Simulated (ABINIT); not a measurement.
Crystal: ZrS2.

```
CELL_PARAMETERS angstrom
3.69138 0.00000 0.00000
-1.84569 3.19683 0.00000
0.00000 0.00000 6.04108
ATOMIC_POSITIONS crystal
Zr 0.00000 0.00000 0.00000
S 0.33333 0.66667 0.23791
S 0.66667 0.33333 0.76209
```

The cell is a database's computed one.

Base run:

| Quantity | Value |
| --- | --- |
| Program | ABINIT 10.8.3 (patched build) |
| Functional | PBEsol |
| Potentials or basis | PseudoDojo NC SR PBEsol v0.4.1 standard |
| Cutoff | 789 eV |
| k mesh | 6 × 6 × 4 |
| Occupations | fermi-dirac, width 0.05 eV |
| Spin | no spin polarisation |

Its results: band gap on the k mesh 1.00 eV, indirect (least direct gap 1.57 eV); pressure -2.6 GPa; largest force 0.151 eV/Å.

Problem. The run is repeated on the same cell with these changes: functional from PBEsol to LDA; potentials or basis from PseudoDojo NC SR PBEsol v0.4.1 standard to PseudoDojo NC SR LDA v0.4 stringent. What comes out?

Solution. Band gap on the k mesh 0.95 eV, indirect (least direct gap 1.52 eV); pressure -4.6 GPa; largest force 0.299 eV/Å.

Caveats: this functional lacks dispersion, which binds the layers, so the pressure and a relaxed spacing across them are unreliable (some runs); the cutoff is short for stress, so the pressure is rough (some runs).

A k mesh can miss the band edges.
